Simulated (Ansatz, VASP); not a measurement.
One calculation of GaP, two programs

```
Ga P
1.0
     0.00000    2.74330    2.74330
     2.74330    0.00000    2.74330
     2.74330    2.74330    0.00000
Ga P
1 1
Direct
  0.00000 0.00000 0.00000
  0.75000 0.75000 0.75000
```

Alike in both runs: task single point; functional LDA; k mesh 8 × 8 × 8; occupations fermi-dirac, width 0.05 eV; non-collinear spin, spin-orbit coupling.

|  | VASP | Ansatz |
| --- | --- | --- |
| version | VASP 6.6.1 | Ansatz 0.2.0 |
| potentials or method | VASP PAW LDA potentials, release 64 (Ga_d, P) | Ansatz PAW |
| plane-wave cutoff (eV) | 520 | 420 |
| valence electrons in the cell | 18 | 18 |

```csv
,VASP,Ansatz,Ansatz less VASP
gap on the k mesh at the Fermi level (eV),1.43,1.41,-0.015
least direct gap on the mesh (eV),1.45,1.42,-0.028
pressure (GPa),-4.1,-4.2,-0.08
net moment per atom (μB),0.00,0.00,0.000
```

Caveats: the PAW data sets come from PBE, with cores solved anew for the run's functional, which leaves a small shift of forces and pressure (Ansatz).
